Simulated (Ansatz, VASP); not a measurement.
Given: the input of a run of Ansatz 0.2.0 on BN.

input.yaml

```yaml
crystal:
  lattice:
    - [2.5539396017, 0.0, 0.0]
    - [-1.2769698009, 2.2117765748, 0.0]
    - [0.0, 0.0, 4.226855]
  atoms:
    - { symbol: "N", position: [0.3333333333, 0.6666666667, 0.125276] }
    - { symbol: "N", position: [0.6666666667, 0.3333333333, 0.625276] }
    - { symbol: B, position: [0.3333333333, 0.6666666667, 0.499724] }
    - { symbol: B, position: [0.6666666667, 0.3333333333, 0.999724] }
hamiltonian:
  xc: pbe
  pseudopotentials: { kind: paw }
kpoints:
  mp_grid: { grid: [12, 12, 6] }
scf:
  occupations: { method: gaussian, width: 0.019 }
output:
  forces: true
  stress: true
  eigenvalues: true
```

Potentials or basis: Ansatz PAW.

Launch:

```bash
$ ansatz run input.yaml --threads 1 --pin off --max-ram 3584MiB --backend cpu --events-out ev --progress --plain --runs-dir out
```

Translate it to VASP 6.6.1. Potentials there: VASP PAW PBE potentials, release 64 (N, B).

As run (the cutoff follows the program's own potentials):

File INCAR:

```
SYSTEM = BN
ALGO = Normal
EDIFF = 1E-7
ENCUT = 520
GGA = PE
ISIF = 2
ISMEAR = 0
LASPH = .True.
LCHARG = .False.
LREAL = .False.
LWAVE = .False.
NBANDS = 16
NELM = 60
PREC = Accurate
SIGMA = 0.019000000000000003
```

File KPOINTS:

```
k-points
0
Gamma
  12 12 6
  0 0 0
```

Contents of POSCAR:

```
BN
1.0
    2.5539396017      0.0000000000      0.0000000000
   -1.2769698009      2.2117765748      0.0000000000
    0.0000000000      0.0000000000      4.2268550000
N B
2 2
Direct
    0.3333333333      0.6666666667      0.1252760000
    0.6666666667      0.3333333333      0.6252760000
    0.3333333333      0.6666666667      0.4997240000
    0.6666666667      0.3333333333      0.9997240000
```

Potentials or basis: VASP PAW PBE potentials, release 64 (N, B).

Run with:

```bash
$ cat potpaw_PBE.64/N/POTCAR potpaw_PBE.64/B/POTCAR > POTCAR
$ mpirun -np 1 vasp_std > vasp.out
```

Both were run:

|  | VASP | Ansatz | Ansatz less VASP |
| --- | --- | --- | --- |
| gap on the k mesh at the Fermi level (eV) | 5.20 | 5.21 | +0.017 |
| least direct gap on the mesh (eV) | 8.23 | 8.24 | +0.007 |
| pressure (GPa) | 0.2 | 0.0 | -0.24 |
| largest component of the traceless stress (GPa) | 0.52 | 0.48 | -0.036 |
| rms of the force components (eV/Å) | 0.008 | 0.009 | +0.0012 |

Atom by atom the forces differ by 0.001 eV/Å (rms over components).

Caveats: the pressure holds a Pulay correction of +1.1 GPa for the finite cutoff (Ansatz). A k mesh can miss the band edges.
